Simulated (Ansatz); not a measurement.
# Si: from a guess to a relaxed structure, part 2 of 2

Aim: relax a trial structure of Si and see where it ends.

Ansatz 0.2.0; DFT PBE, scalar-relativistic, plane waves, PAW.

## 4. Final relaxation

The end of the coarse run is made exact in the group found at a tolerance of 0.06 Å and reduced to its primitive cell.

The input, input.yaml:

```yaml
crystal:
  lattice:
    - [6.0511530447, 0.0, 0.0]
    - [-3.0255765223, 5.2404522589, 0.0]
    - [0.0, 0.0, 3.7633421128]
  atoms:
    - { symbol: Si, position: [0.6180894345, 0.6180894345, 0.1666666667] }
    - { symbol: Si, position: [0.3819105655, 0.0, 0.5] }
    - { symbol: Si, position: [0.0, 0.3819105655, 0.8333333333] }
    - { symbol: Si, position: [0.0, 0.6180894345, 0.3333333333] }
    - { symbol: Si, position: [0.3819105655, 0.3819105655, 0.6666666667] }
    - { symbol: Si, position: [0.6180894345, 0.0, 0.0] }
basis:
  ecutwfc: 420
kpoints:
  mp_grid: { grid: [6, 6, 10] }
hamiltonian:
  xc: pbe
scf:
  occupations: { method: gaussian, width: 0.02 }
output:
  forces: true
  stress: true
  eigenvalues: true
  write_density: true
  write_potential: true
  elf: true
  volumetric_format: npy
relax:
  adjacent_minimum: "off"
  f_tol: 0.01
  max_steps: 80
  cell: { stress_tol: 0.05 }
```

The run is started by

```
> ansatz run input.yaml --threads 1 --pin off --max-ram 2560MiB --backend cpu --events-out ev --progress --plain --runs-dir out
```

What it wrote:

```text
Warning: RAYON_NUM_THREADS=1 ignored (pool sized by the plan → 1); use --threads N
Engine: ansatz 0.2.0, x86_64-unknown-linux-gnu
Pseudopotentials: kind: paw
Pseudopotential: Si, paw, valence charge 4, recommended cutoff 420 eV (normal), Si.paw.azcp
Functional definition: PBE
  parameter kappa = 0.804
  parameter beta = 0.06672455060314922
  exchange = pbe_x(kappa = kappa, mu = beta*pi^2/3)
  correlation = pbe_c(beta = beta)
Crystal: 6 atoms, lattice volume = 119.339 Å³
Basis set: ecut = 420 eV, 2323 PW (Γ), exchange–correlation on 90×90×54 points (8 copies of the dense FFT grid, shifted against one another)
Bands: 18, of which v1, the nominal top of the filled ones, is band 12 counted from 1 (11 counted from 0)
Symmetry: 12 space group operations
Space group: P6122 (ITA 178), of the structure as read, at distance tolerance 4.9e-5 Å
k-points: 42 of 360 (time reversal used)
Non-local potential: Si, projectors of the file, l = 0: 2, l = 1: 2, l = 2: 2
PAW form: soft (Blöchl's): semilocal exchange-correlation on the pseudo side does not see the compensation charge
PAW one-centre angular grid: Si, 110 points (default); XC on 64 Gauss nodes
Initial density: superposition of atomic densities (neutral atoms: chi_scale 0, normalization atom), corrected by the library's trained network
Initial wavefunctions: pseudopotential atomic-orbital guess
Functional: x = pbe(κ = 0.804, μ = 0.2195149727645171), c = pbe(β = 0.06672455060314922)
SCF iter   1: F=—  HF=-3813.947777 eV  |F-HF|=—  |Δ(HF+E_count)|=         —  Δρ=1.39e-3  dr2=1.59e-3  ethr=1.77e-3  ⟨swp⟩=7.4  Hψ=5026  notcnv=0
preconditioner: auto → Resta (q_TF=auto, 2.088 Å⁻¹)  ε∞=5.7  [insulator: Δε(μ)=0.262 eV  Ē_g=7.664 eV  σ=0.020 eV  W_gap=1.00  n_scr=26 (ndim 8)  ℏωp=16.7 eV  f_vac=0.000  D(μ)=0.00/eV (n_scr^D=0)  ε∞_Penn≈5.7]
SCF iter   2: F=—  HF=-3813.949815 eV  |F-HF|=—  |Δ(HF+E_count)|=   2.04e-3  Δρ=8.25e-4  dr2=6.51e-4  ethr=6.62e-6  ⟨swp⟩=2.2  Hψ=1676  notcnv=0  defer=41
SCF iter   3: F=—  HF=-3813.950718 eV  |F-HF|=—  |Δ(HF+E_count)|=   9.03e-4  Δρ=1.33e-4  dr2=2.50e-5  ethr=2.71e-6  ⟨swp⟩=2.0  Hψ=1327  notcnv=0  defer=41
SCF iter   4: F=—  HF=-3813.950741 eV  |F-HF|=—  |Δ(HF+E_count)|=   2.37e-5  Δρ=6.81e-5  dr2=6.04e-6  ethr=1.04e-7  ⟨swp⟩=2.5  Hψ=1169  notcnv=0  defer=41
SCF iter   5: F=—  HF=-3813.950751 eV  |F-HF|=—  |Δ(HF+E_count)|=   1.01e-5  Δρ=1.44e-5  dr2=3.98e-7  ethr=2.52e-8  ⟨swp⟩=2.0  Hψ=1184  notcnv=0  defer=41
SCF iter   6: F=-3813.950751 eV  HF=-3813.950751 eV  |F-HF|=4.49e-9  |Δ(HF+E_count)|=   1.12e-8  Δρ=3.65e-6  dr2=2.31e-8  ethr=4.17e-10  ⟨swp⟩=12.9  Hψ=5789  notcnv=0
SCF 1 converged in 6 iterations: F = -3813.950751 eV  dr2 = 2.31e-8
relax step   1: F+E_penalty+E_count = -3813.95075144 eV  Δ(F+E_penalty+E_count) = +0.000e0 eV  max|allowed force component| = 1.301e-2 eV/Å  Δτ_max = 0.0000 Å  P = +0.170 GPa  Ω = 119.339 Å³  (6 SCF iters, dr2 threshold 1.00e-7 eV, accepted)
Crystal: 6 atoms, lattice volume = 119.507 Å³
Initial density: handed on by an earlier stage of this run
Initial wavefunctions: those handed on with the density
iter 1 solved again at ethr=1.40e-7 eV; its pass at ethr=3.10e-3 eV (dr2=3.37e-5 eV) is discarded
SCF iter   1: F=—  HF=-3813.950860 eV  |F-HF|=—  |Δ(HF+E_count)|=         —  Δρ=1.94e-4  dr2=4.15e-5  ethr=1.40e-7  ⟨swp⟩=2.3  Hψ=5005  notcnv=0
preconditioner: auto → Resta (q_TF=auto, 2.088 Å⁻¹)  ε∞=5.7  [insulator: Δε(μ)=0.261 eV  Ē_g=7.656 eV  σ=0.020 eV  W_gap=1.00  n_scr=26 (ndim 8)  ℏωp=16.6 eV  f_vac=0.000  D(μ)=0.00/eV (n_scr^D=0)  ε∞_Penn≈5.7]
SCF iter   2: F=—  HF=-3813.950844 eV  |F-HF|=—  |Δ(HF+E_count)|=   1.65e-5  Δρ=1.12e-4  dr2=1.38e-5  ethr=1.40e-7  ⟨swp⟩=1.0  Hψ=756  notcnv=0
SCF iter   3: F=-3813.950842 eV  HF=-3813.950842 eV  |F-HF|=5.14e-8  |Δ(HF+E_count)|=   1.85e-6  Δρ=8.95e-6  dr2=1.16e-7  ethr=5.21e-10  ⟨swp⟩=8.1  Hψ=5862  notcnv=0
SCF 2 converged in 3 iterations: F = -3813.950842 eV  dr2 = 1.16e-7
relax step   2: F+E_penalty+E_count = -3813.95084201 eV  Δ(F+E_penalty+E_count) = -9.057e-5 eV  max|allowed force component| = 8.418e-3 eV/Å  Δτ_max = 0.0017 Å  P = +0.034 GPa  Ω = 119.507 Å³  energy of the carried Pulay correction = -2.125e-5 eV  (3 SCF iters, dr2 threshold 1.25e-7 eV, accepted)
Crystal: 6 atoms, lattice volume = 119.550 Å³
iter 1 solved again at ethr=3.42e-8 eV; its pass at ethr=3.10e-3 eV (dr2=8.22e-6 eV) is discarded
SCF iter   1: F=—  HF=-3813.950942 eV  |F-HF|=—  |Δ(HF+E_count)|=         —  Δρ=9.14e-5  dr2=1.05e-5  ethr=3.42e-8  ⟨swp⟩=2.3  Hψ=4942  notcnv=0
preconditioner: auto → Resta (q_TF=auto, 2.088 Å⁻¹)  ε∞=5.7  [insulator: Δε(μ)=0.267 eV  Ē_g=7.655 eV  σ=0.020 eV  W_gap=1.00  n_scr=26 (ndim 8)  ℏωp=16.6 eV  f_vac=0.000  D(μ)=0.00/eV (n_scr^D=0)  ε∞_Penn≈5.7]
SCF iter   2: F=—  HF=-3813.950930 eV  |F-HF|=—  |Δ(HF+E_count)|=   1.21e-5  Δρ=5.21e-5  dr2=3.28e-6  ethr=3.42e-8  ⟨swp⟩=1.0  Hψ=756  notcnv=0
SCF iter   3: F=-3813.950930 eV  HF=-3813.950930 eV  |F-HF|=2.09e-8  |Δ(HF+E_count)|=   4.15e-7  Δρ=5.07e-6  dr2=4.19e-8  ethr=2.63e-10  ⟨swp⟩=7.4  Hψ=5232  notcnv=0
SCF 3 converged in 3 iterations: F = -3813.950930 eV  dr2 = 4.19e-8
relax step   3: F+E_penalty+E_count = -3813.95092972 eV  Δ(F+E_penalty+E_count) = -8.771e-5 eV  max|allowed force component| = 4.346e-4 eV/Å  Δτ_max = 0.0008 Å  P = +0.007 GPa  Ω = 119.550 Å³  energy of the carried Pulay correction = -2.655e-5 eV  (3 SCF iters, dr2 threshold 6.32e-8 eV, accepted)
Initial wavefunctions: pseudopotential atomic-orbital guess (no wavefunctions were taken with the density)
iter 1 solved again at ethr=7.97e-8 eV; its pass at ethr=3.10e-3 eV (dr2=1.91e-5 eV) is discarded
SCF iter   1: F=—  HF=-3813.950967 eV  |F-HF|=—  |Δ(HF+E_count)|=         —  Δρ=5.44e-6  dr2=4.49e-8  ethr=7.97e-8  ⟨swp⟩=3.2  Hψ=7225  notcnv=0
preconditioner: auto → Resta (q_TF=auto, 2.088 Å⁻¹)  ε∞=5.7  [insulator: Δε(μ)=0.267 eV  Ē_g=7.656 eV  σ=0.020 eV  W_gap=1.00  n_scr=26 (ndim 8)  ℏωp=16.6 eV  f_vac=0.000  D(μ)=0.00/eV (n_scr^D=0)  ε∞_Penn≈5.7]
SCF iter   2: F=—  HF=-3813.950953 eV  |F-HF|=—  |Δ(HF+E_count)|=   1.38e-5  Δρ=3.35e-6  dr2=2.00e-8  ethr=1.87e-10  ⟨swp⟩=2.0  Hψ=1257  notcnv=0
SCF iter   3: F=—  HF=-3813.950953 eV  |F-HF|=—  |Δ(HF+E_count)|=   2.03e-8  Δρ=7.12e-7  dr2=1.08e-9  ethr=8.35e-11  ⟨swp⟩=2.6  Hψ=1288  notcnv=0
SCF iter   4: F=—  HF=-3813.950953 eV  |F-HF|=—  |Δ(HF+E_count)|=   1.27e-9  Δρ=3.02e-7  dr2=1.10e-10  ethr=4.52e-12  ⟨swp⟩=2.4  Hψ=1229  notcnv=0
SCF iter   5: F=-3813.950953 eV  HF=-3813.950953 eV  |F-HF|=2.73e-12  |Δ(HF+E_count)|=  2.11e-10  Δρ=4.26e-8  dr2=1.79e-12  ethr=1.00e-12  ⟨swp⟩=6.2  Hψ=3454  notcnv=0
SCF 4 converged in 5 iterations: F = -3813.950953 eV  dr2 = 1.79e-12
relax step   4: F+E_penalty+E_count = -3813.95095279 eV  Δ(F+E_penalty+E_count) = -2.307e-5 eV  max|allowed force component| = 4.419e-4 eV/Å  Δτ_max = 0.0000 Å  P = +0.008 GPa  Ω = 119.550 Å³  stress off target by 9.39e-3 GPa  SCF on the basis re-selected at this cell (its energy is not comparable with the rows above)  (5 SCF iters)
basis re-selected at this cell: Δ(F+E_penalty+E_count) = -2.307e-5 eV, ΔP = +0.000 GPa vs the last step (what re-selecting the basis moved, of the pressure what is left beyond the Pulay correction that the steps carried, after the strain that the cell walked since its last selection, with what the two solves' SCF thresholds leave and, on support functions, any second-order correction that the steps lacked; it is no measure of the basis error at this ecutwfc). This SCF's stress stands 9.39e-3 GPa from its target on what of the cell is left free (relax.cell.stress_tol is 5.00e-2 GPa) and its largest allowed force component is 4.42e-4 eV/Å (relax.f_tol is 1.00e-2 eV/Å): within both
SCF converged after 5 iterations
Free energy (F): -3813.950953 eV
Harris-Foulkes:  -3813.950953 eV  (|F-HF|=2.73e-12)
Internal energy: -3813.950953 eV  (E = F + TS)
E sigma→0 (E₀):  -3813.950953 eV
Fermi energy:    6.419549 eV
--- Per-component energies (eV) ---
  E_band       = 30.791560
  E_kinetic    = 240.251102
  E_local      = -173.102473  (includes V_loc(G=0)·N_el)
  E_nonlocal   = 154.982600
  E_hartree    = 51.345303
  E_xc         = -330.576049
  E_vxc        = -279.735697  (∫ρ·V_xc dr)
  E_paw        = -3076.073289  (= ΣΔE_a)
  E_vpaw       = -14.294611  (= ΣTr[D̂ρ^β])
  E_aug_tail   = 0.000037  (compensation charges beyond the density's cutoff)
  E_ewald      = -680.778183
  E_smearing   = -0.000000  (= −TS)
  E_closure    = -0.000000  (closes the sum)
  Σ components = -3813.950953   (vs F -3813.950953, Δ=0.00e0)
--- Forces (eV/Å), atoms counted from 1 ---
  atom   1  Si    -0.00022093    -0.00038267    -0.00000000
  atom   2  Si     0.00044187    -0.00000000    -0.00000000
  atom   3  Si    -0.00022093     0.00038267     0.00000000
  atom   4  Si     0.00022093    -0.00038267    -0.00000000
  atom   5  Si     0.00022093     0.00038267    -0.00000000
  atom   6  Si    -0.00044187     0.00000000    -0.00000000
  max |Σ_I F_I| component: 9.80e-17 eV/Å
--- Stress (GPa, compression-positive) ---
        0.007035      -0.000000       0.000000
       -0.000000       0.007035       0.000000
        0.000000       0.000000       0.009391
  P = ⅓ Tr σ = 0.0078 GPa (0.078 kbar)
--- Band table (eV; the first three rows and the last of 42) ---
  k-point 0: bands = ["-5.8042", "-2.2326", "-2.2326", "-0.6509", "-0.6509", "0.5934", "3.1242", "4.4381", "4.4381", "6.2152", "6.2734", "6.2734", "8.7545", "8.7545", "8.9032", "9.4570", "10.1228", "10.1228"]
  k-point 1: bands = ["-5.7096", "-2.1566", "-2.1220", "-0.8396", "-0.4529", "0.6696", "3.1666", "3.2845", "4.9053", "5.4668", "5.8703", "6.2860", "8.4797", "8.6654", "9.3688", "9.6757", "9.9086", "10.2547"]
  k-point 2: bands = ["-5.4276", "-1.8991", "-1.8242", "-1.1727", "-0.1969", "0.8790", "2.3633", "3.2594", "4.1516", "4.1928", "5.1670", "5.8260", "7.5580", "9.4205", "9.5280", "9.7965", "9.8415", "10.2771"]
  k-point 41: bands = ["-2.7162", "-2.7162", "-2.1825", "-2.1825", "-0.1572", "-0.1572", "3.1560", "3.1560", "4.2034", "4.2034", "4.2853", "4.2853", "8.0970", "8.0970", "8.2727", "8.2727", "9.6475", "9.6475"]
--- Relaxed structure (3 steps of the walk, 3 accepted, 1 SCFs on fresh bases) ---
  F+E_penalty+E_count = -3813.95095279 eV   max|allowed force component| = 4.419e-4 eV/Å   (the final SCF, on the basis selected at the relaxed cell)
  cell:  # Å, volume = 119.5495 Å³
    - [6.057536378579935, -2.8898166710760495e-11, -4.540576461903607e-19]
    - [-3.028768189264941, 5.245980388213063, 2.1332443563982028e-19]
    - [-2.823882074910663e-19, -9.841573949318206e-21, 3.762055922092617]
  atoms:
    - { symbol: Si, position: [0.6182340091246674, 0.6182340091246676, 0.16666666666666669] }
    - { symbol: Si, position: [0.3817659908753324, -1.667276043246714e-20, 0.5000000000000001] }
    - { symbol: Si, position: [3.9629730754256715e-20, 0.38176599087533253, 0.8333333333333336] }
    - { symbol: Si, position: [1.5851892301702684e-20, 0.6182340091246675, 0.3333333333333334] }
    - { symbol: Si, position: [0.3817659908753325, 0.3817659908753325, 0.6666666666666667] }
    - { symbol: Si, position: [0.6182340091246674, 6.9123986044911645e-22, -2.350359294260586e-20] }
```

Wall time 79 s (1 thread of Intel Xeon at 2.50GHz (Skylake/Cascade Lake), shared host); peak memory 0.4 GiB.

Relaxation path:

| step | E - E(step 1) (eV/cell) | largest force component (eV/Å) | pressure (GPa) | volume (Å³) |
| --- | --- | --- | --- | --- |
| 1 | 0.0000 | 0.0130 | 0.17 | 119.34 |
| 2 | -0.0001 | 0.0084 | 0.03 | 119.51 |
| 3 | -0.0002 | 0.0004 | 0.01 | 119.55 |
| 4 | -0.0002 | 0.0004 | 0.01 | 119.55 |

Step 1 is the start. Step 4 repeats the geometry before it on a plane-wave basis chosen anew for that cell, so its energy need not be comparable with the rows above.

|  | before | after | change |
| --- | --- | --- | --- |
| a (Å) | 6.051 | 6.058 | +0.1 % |
| b (Å) | 6.051 | 6.058 | +0.1 % |
| c (Å) | 3.763 | 3.762 | 0.0 % |
| volume (Å³/atom) | 19.89 | 19.92 | +0.2 % |
| shortest distance (Å) | 2.363 | 2.364 | +0.1 % |
| space group (0.01 Å) | P6_122 | P6_122 | same |

The run keeps the 12 symmetry operations of the start, so it could not have lowered the symmetry.

Density in a lattice plane of the grid's cell (edges 6.06 and 3.76 Å, at 0.000 of the third edge), which holds Si.

Values in e/Å³, 8 rows by 12 columns:
```
0.02 0.02 0.03 0.07 0.14 0.29 0.48 0.34 0.27 0.29 0.13 0.04
0.02 0.03 0.07 0.16 0.28 0.45 0.55 0.45 0.28 0.16 0.07 0.03
0.02 0.04 0.13 0.29 0.27 0.34 0.49 0.29 0.14 0.07 0.03 0.02
0.02 0.05 0.16 0.34 0.14 0.11 0.37 0.23 0.09 0.04 0.02 0.02
0.02 0.04 0.13 0.29 0.27 0.34 0.49 0.29 0.14 0.07 0.03 0.02
0.02 0.03 0.07 0.16 0.28 0.45 0.55 0.45 0.28 0.16 0.07 0.03
0.02 0.02 0.03 0.07 0.14 0.29 0.48 0.34 0.27 0.29 0.13 0.04
0.02 0.02 0.02 0.04 0.09 0.23 0.37 0.09 0.14 0.34 0.16 0.05
```
Columns run along the first of these edges and rows up along the second, over one cell in 12 and 8 even steps from the bottom left corner. Atoms in the plane (fractional): Si at (0.38, 0.50), Si at (0.62, 1.00).

ELF in the same plane.

Ten even steps from '0' (0.01) to '9' (0.94):
```
000000012468753324665310
000011235789997545654210
000124456799999765442100
001245654579998753211000
001356642235786421000000
001356643433565310000000
001356642235786421000000
001245654579998753211000
000124456799999765442100
000011235789997545654210
000000012468753324665310
000000001356533534665310
```
Columns run along the first of these edges and rows up along the second, over one cell in 24 and 12 even steps from the bottom left corner. Atoms in the plane (fractional): Si at (0.38, 0.50), Si at (0.62, 1.00).

Both are smooth fields of the valence electrons: close to the nuclei they are not physical.

Outside the cores ELF peaks at 0.95 on the Si–Si line, 1.2 Å from Si.

## 5. What came out

What follows sums up all 2 parts. Changes of volume or cell count from the first structure of part 1.

| quantity | value |
| --- | --- |
| symmetry at the end (tolerance 0.02 Å) | space group P6_122 (No. 178) |
| conventional cell | a = 6.058 Å, b = 6.058 Å, c = 3.762 Å, α = 90.00°, β = 90.00°, γ = 120.00° |
| volume | 19.92 Å³/atom |
| energy over the standard state | +0.15 eV/atom |
| gap on the mesh | 0.27 eV |

**Reading.** The space group P6_122 (No. 178) is kept, and the volume per atom grows by 23.8 % from the first guess. It lies above the element's standard state, so it is metastable at best. No finished test with a distortion of lower symmetry is shown, so the end may be a saddle point.
